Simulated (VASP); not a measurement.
Data:

```xyz
2
Lattice="4.1200 0.0000 0.0000 0.0000 4.1200 0.0000 0.0000 0.0000 4.1200" Properties=species:S:1:pos:R:3 pbc="T T T"
Cs     0.0000     0.0000     0.0000
Cl     2.0600     2.0600     2.0600
```

Level of theory: G0W0 on PBE orbitals, VASP's PBE PAW potentials (set 64) (plane waves; VASP 6.6.1). Settings: PREC = Normal, 500 eV cut-off, 6×6×6 Γ-centred mesh, Gaussian smearing of 0.010 eV, potentials Cs_sv_GW Cl_GW.

The mesh is coarse and the basis finite, so the quasiparticle values are not converged.

NBANDS = 120, ENCUTGW = 180 eV, NOMEGA = 64. The PBE levels (eV) that the step starts from are:

```
state                           KS energy  filling
------------------------------  ---------  -------
k1 (0.00, 0.00, 0.00), band 5       -5.36        2
k1 (0.00, 0.00, 0.00), band 6        0.49        2
k1 (0.00, 0.00, 0.00), band 7        0.49        2
k1 (0.00, 0.00, 0.00), band 8        0.49        2
k1 (0.00, 0.00, 0.00), band 9        5.77        0
k1 (0.00, 0.00, 0.00), band 10       5.89        0
k1 (0.00, 0.00, 0.00), band 11       5.89        0
k1 (0.00, 0.00, 0.00), band 12      10.53        0
k3 (0.33, 0.00, 0.00), band 5       -5.25        2
k3 (0.33, 0.00, 0.00), band 6       -0.43        2
k3 (0.33, 0.00, 0.00), band 7        0.31        2
k3 (0.33, 0.00, 0.00), band 8        0.31        2
k3 (0.33, 0.00, 0.00), band 9        6.55        0
k3 (0.33, 0.00, 0.00), band 10       7.48        0
k3 (0.33, 0.00, 0.00), band 11       8.26        0
k3 (0.33, 0.00, 0.00), band 12      10.05        0
k5 (0.17, 0.17, 0.00), band 5       -5.29        2
k5 (0.17, 0.17, 0.00), band 6       -0.01        2
k5 (0.17, 0.17, 0.00), band 7        0.35        2
k5 (0.17, 0.17, 0.00), band 8        0.40        2
k5 (0.17, 0.17, 0.00), band 9        6.41        0
k5 (0.17, 0.17, 0.00), band 10       6.85        0
k5 (0.17, 0.17, 0.00), band 11       6.92        0
k5 (0.17, 0.17, 0.00), band 12       9.78        0
```

### Question
Give the quasiparticle energies and renormalisation factors Z.

### Answer

```
state                           QP energy (eV)     Z
------------------------------  --------------  ----
k1 (0.00, 0.00, 0.00), band 5            -7.28  0.81
k1 (0.00, 0.00, 0.00), band 6            -1.03  0.78
k1 (0.00, 0.00, 0.00), band 7            -1.03  0.78
k1 (0.00, 0.00, 0.00), band 8            -1.03  0.78
k1 (0.00, 0.00, 0.00), band 9             6.54  0.85
k1 (0.00, 0.00, 0.00), band 10            6.79  0.85
k1 (0.00, 0.00, 0.00), band 11            6.79  0.85
k1 (0.00, 0.00, 0.00), band 12           12.11  0.83
k3 (0.33, 0.00, 0.00), band 5            -7.16  0.81
k3 (0.33, 0.00, 0.00), band 6            -2.09  0.78
k3 (0.33, 0.00, 0.00), band 7            -1.24  0.78
k3 (0.33, 0.00, 0.00), band 8            -1.24  0.78
k3 (0.33, 0.00, 0.00), band 9             7.54  0.85
k3 (0.33, 0.00, 0.00), band 10            8.52  0.84
k3 (0.33, 0.00, 0.00), band 11            9.24  0.84
k3 (0.33, 0.00, 0.00), band 12           11.50  0.83
k5 (0.17, 0.17, 0.00), band 5            -7.20  0.81
k5 (0.17, 0.17, 0.00), band 6            -1.60  0.78
k5 (0.17, 0.17, 0.00), band 7            -1.19  0.78
k5 (0.17, 0.17, 0.00), band 8            -1.14  0.78
k5 (0.17, 0.17, 0.00), band 9             7.37  0.85
k5 (0.17, 0.17, 0.00), band 10            7.71  0.85
k5 (0.17, 0.17, 0.00), band 11            7.93  0.85
k5 (0.17, 0.17, 0.00), band 12           11.22  0.84
```
On the mesh the gap opens from 5.28 to 7.57 eV.

The compound is CsCl in the CsCl type structure. The cell was not relaxed at this level.
